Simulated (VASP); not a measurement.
# GaCo (Pm-3m) in VASP: equation of state, part 2 of 2

VASP 6.6.1. The steps go on from the part before.

**4. Equation of state, PBE, collinear spin, ferromagnetic start, 11.68 Å³/atom (volume scaled by 0.98)**

INCAR reads:

```
PREC = Accurate
ENCUT = 520
EDIFF = 1E-7
ISMEAR = -1
SIGMA = 0.05
LREAL = F
LASPH = T
NELM = 120
ALGO = Normal
ISIF = 2
LWAVE = F
LCHARG = F
ISPIN = 2
MAGMOM = 0 2
LORBIT = 11
LMAXMIX = 4
GGA = PE
NBANDS = 22
```

KPOINTS reads:

```
Automatic mesh
0
Gamma
  9 9 9
```

POSCAR reads:

```
GaCo
1.0
    2.8586839818      0.0000000000      0.0000000000
    0.0000000000      2.8586839818      0.0000000000
    0.0000000000      0.0000000000      2.8586839818
Ga Co
1 1
Direct
    0.5000000000      0.5000000000      0.5000000000
    0.0000000000      0.0000000000      0.0000000000
```

Potentials or basis: VASP PAW PBE potentials, release 64 (Ga_d, Co).

Launch:

```console
cat potpaw_PBE.64/Ga_d/POTCAR potpaw_PBE.64/Co/POTCAR > POTCAR
mpirun -np 1 vasp_std > vasp.out
```

OUTCAR:

```text
PREC = Accurate
   ENCUT = 520
   EDIFF = 1E-7
   ISMEAR = -1
   LREAL = F
   LASPH = T
   NELM = 120
   ISIF = 2
   ISPIN = 2
   LORBIT = 11
   GGA = PE

 ion  position               nearest neighbor table
   1  0.500  0.500  0.500-   2 2.48   2 2.48   2 2.48   2 2.48   2 2.48   2 2.48   2 2.48   2 2.48

   2  0.000  0.000  0.000-   1 2.48   1 2.48   1 2.48   1 2.48   1 2.48   1 2.48   1 2.48   1 2.48

  LATTYP: Found a simple cubic cell.
 ALAT       =     2.8586839818

[... 1974 lines left out ...]
  in kB       47.3904329     47.3904329     47.3904329     -0.0000000     -0.0000000      0.0000000
  external PRESSURE =      47.3904329 kB  Pullay stress =       0.0000000 kB

 VOLUME and BASIS-vectors are now :
 -----------------------------------------------------------------------------
  energy-cutoff  :      520.00
  volume of cell :       23.36
      direct lattice vectors                 reciprocal lattice vectors
     2.858683982  0.000000000  0.000000000     0.349811314  0.000000000  0.000000000
     0.000000000  2.858683982  0.000000000     0.000000000  0.349811314  0.000000000
     0.000000000  0.000000000  2.858683982     0.000000000  0.000000000  0.349811314

 POSITION                                       TOTAL-FORCE (eV/Angst)
 -----------------------------------------------------------------------------------
      1.42934      1.42934      1.42934         0.000000      0.000000      0.000000
      0.00000      0.00000      0.00000         0.000000      0.000000      0.000000
 -----------------------------------------------------------------------------------
    total drift:                                0.000000      0.000000     -0.000000

  FREE ENERGIE OF THE ION-ELECTRON SYSTEM (eV)
  ---------------------------------------------------
  free  energy   TOTEN  =       -10.4733108835 eV

  energy  without entropy=      -10.4628118658  energy(sigma->0) =      -10.46806137

 total charge

# of ion       s       p       d       tot
------------------------------------------
    1        0.850   0.907  10.060  11.817
    2        0.394   0.471   7.527   8.392
--------------------------------------------------
tot          1.243   1.378  17.587  20.209

 magnetization (x)

# of ion       s       p       d       tot
------------------------------------------
    1       -0.000  -0.000  -0.000  -0.000
    2        0.000  -0.000   0.001   0.001
--------------------------------------------------
tot         -0.000  -0.000   0.001   0.001
```

stdout:

```text
POSCAR found type information on POSCAR GaCo
 POSCAR found :  2 types and       2 ions
 scaLAPACK will be used
 LDA part: xc-table for (Slater+PW92), standard interpolation
 POSCAR, INCAR and KPOINTS ok, starting setup
 FFT: planning ... GRIDC
 FFT: planning ... GRID_SOFT
 FFT: planning ... GRID
 WAVECAR not read
 entering main loop
```

It took 36 s on 1 thread of Intel Xeon Platinum 8488C (Sapphire Rapids), shared host; peak memory 0.16 GiB.

Results:

```
Free energy                                           : -10.4733 eV
Pressure                                              : 4.7 GPa
Band gap on the k mesh                                : none (metal or under the smearing width)
Net moment                                            : 0.00 μB per cell
Valence electrons inside the program's atomic spheres : Ga 11.82; Co 8.39
```

Caveat: the starting moments collapsed, and a magnetic state may lie lower.

**5. Equation of state, PBE, collinear spin, ferromagnetic start, 12.16 Å³/atom (volume scaled by 1.02)**

INCAR reads:

```
PREC = Accurate ; ENCUT = 520
EDIFF = 1E-7 ; ISMEAR = -1
SIGMA = 0.05 ; LREAL = False
LASPH = True ; NELM = 100
ALGO = Normal ; ISIF = 2
LWAVE = False ; LCHARG = False
ISPIN = 2 ; MAGMOM = 0 2
LORBIT = 11 ; LMAXMIX = 4
GGA = PE ; NBANDS = 22
```

KPOINTS reads:

```
regular mesh
0
Gamma
  9 9 9
```

POSCAR reads:

```
GaCo
1.0
    2.8970601581      0.0000000000      0.0000000000
    0.0000000000      2.8970601581      0.0000000000
    0.0000000000      0.0000000000      2.8970601581
Ga Co
1 1
Direct
    0.5000000000      0.5000000000      0.5000000000
    0.0000000000      0.0000000000      0.0000000000
```

Launch:

```console
cat potpaw_PBE.64/Ga_d/POTCAR potpaw_PBE.64/Co/POTCAR > POTCAR
mpirun -np 1 vasp_std > vasp.out
```

It took 38 s on 1 thread of Intel Xeon Platinum 8488C (Sapphire Rapids), shared host; peak memory 0.16 GiB.

The run converged. Its results:

| Item | Value |
| --- | --- |
| Free energy | -10.4791 eV |
| Pressure | -2.5 GPa |
| Band gap on the k mesh | none (metal or under the smearing width) |
| Net moment | 0.00 μB per cell |
| Valence electrons inside the program's atomic spheres | Ga 11.76; Co 8.32 |

Caveat: the starting moments collapsed, and a magnetic state may lie lower.

**6. Equation of state, PBE, collinear spin, ferromagnetic start, 12.40 Å³/atom (volume scaled by 1.04)**

INCAR reads:

```
SYSTEM = GaCo
  ALGO = Normal
  EDIFF = 1E-7
  ENCUT = 520
  GGA = PE
  ISIF = 2
  ISMEAR = -1
  ISPIN = 2
  LASPH = .TRUE.
  LCHARG = .FALSE.
  LMAXMIX = 4
  LORBIT = 11
  LREAL = .FALSE.
  LWAVE = .FALSE.
  MAGMOM = 0 2
  NBANDS = 22
  NELM = 100
  PREC = Accurate
  SIGMA = 0.05
```

KPOINTS reads:

```
k-points
0
G
  9 9 9
  0 0 0
```

POSCAR reads:

```
GaCo
1.0
    2.9158727642      0.0000000000      0.0000000000
    0.0000000000      2.9158727642      0.0000000000
    0.0000000000      0.0000000000      2.9158727642
Ga Co
1 1
Direct
    0.5000000000      0.5000000000      0.5000000000
    0.0000000000      0.0000000000      0.0000000000
```

Potentials or basis: VASP PAW PBE potentials, release 64 (Ga_d, Co).

Launch:

```console
cat potpaw_PBE.64/Ga_d/POTCAR potpaw_PBE.64/Co/POTCAR > POTCAR
mpirun -np 1 vasp_std > vasp.out
```

It took 45 s on 1 thread of Intel Xeon Platinum 8488C (Sapphire Rapids), shared host; peak memory 0.16 GiB.

The run converged. Its results:

```yaml
Free_energy: -10.4670 eV
Pressure: -5.6 GPa
Band_gap_on_the_k_mesh: none (metal or under the smearing width)
Net_moment: 0.00 μB per cell
Valence_electrons_inside_the_program's_atomic_spheres: Ga 11.73; Co 8.28
```

Caveat: the starting moments collapsed, and a magnetic state may lie lower.

**7. Equation of state, PBE, collinear spin, ferromagnetic start, 12.63 Å³/atom (volume scaled by 1.06)**

INCAR reads:

```
PREC     = Accurate       # precision mode
ENCUT    = 520            # plane-wave cutoff, eV
EDIFF    = 1E-7           # SCF threshold, eV
ISMEAR   = -1             # smearing method
SIGMA    = 0.05           # smearing width, eV
LREAL    = F              # projectors in reciprocal space
LASPH    = T              # aspherical terms in the spheres
NELM     = 150            # most SCF steps
ALGO     = Normal         # electronic algorithm
ISIF     = 2              # what is computed and relaxed
LWAVE    = F              # write WAVECAR
LCHARG   = F              # write CHGCAR
ISPIN    = 2              # spin polarisation
MAGMOM   = 0 2            # initial moments
LORBIT   = 11             # projections on sites
LMAXMIX  = 4              # l up to which the mixer works
GGA      = PE             # functional
NBANDS   = 22             # bands
```

KPOINTS reads:

```
Automatic mesh
0
Gamma
  9 9 9
```

POSCAR reads:

```
GaCo
1.0
    2.9344457029      0.0000000000      0.0000000000
    0.0000000000      2.9344457029      0.0000000000
    0.0000000000      0.0000000000      2.9344457029
Ga Co
1 1
Direct
    0.5000000000      0.5000000000      0.5000000000
    0.0000000000      0.0000000000      0.0000000000
```

Launch:

```console
cat potpaw_PBE.64/Ga_d/POTCAR potpaw_PBE.64/Co/POTCAR > POTCAR
mpirun -np 1 vasp_std > vasp.out
```

Run time: 33 s. Hardware: 1 thread of Intel Xeon Platinum 8488C (Sapphire Rapids), shared host; peak memory 0.16 GiB.

It converged, with:

```yaml
Free_energy: -10.4464 eV
Pressure: -8.2 GPa
Band_gap_on_the_k_mesh: none (metal or under the smearing width)
Net_moment: 0.10 μB per cell
Site_moments: Ga -0.01; Co +0.11 μB
Valence_electrons_inside_the_program's_atomic_spheres: Ga 11.70; Co 8.25
```

**8. Equation of state, PBE, collinear spin, ferromagnetic start**

Potentials or basis: VASP PAW PBE potentials, release 64 (Ga_d, Co).

No new run: the results of the series are fitted here.

Results:

```
Equilibrium volume                      : 11.98 Å³/atom
Bulk modulus                            : 176 GPa
Pressure derivative of the bulk modulus : 4.8
```

Energy against volume, from the lowest point:
```
volume (Å³/atom)  energy (meV/atom)
          11.204              31.26
          11.442              14.32
          11.681               4.14
          11.919               0.00
          12.157               1.24
          12.396               7.28
          12.634              17.58
```

PBE usually gives volumes a little too large and moduli too small. Zero-point motion and thermal expansion aren't in these numbers.
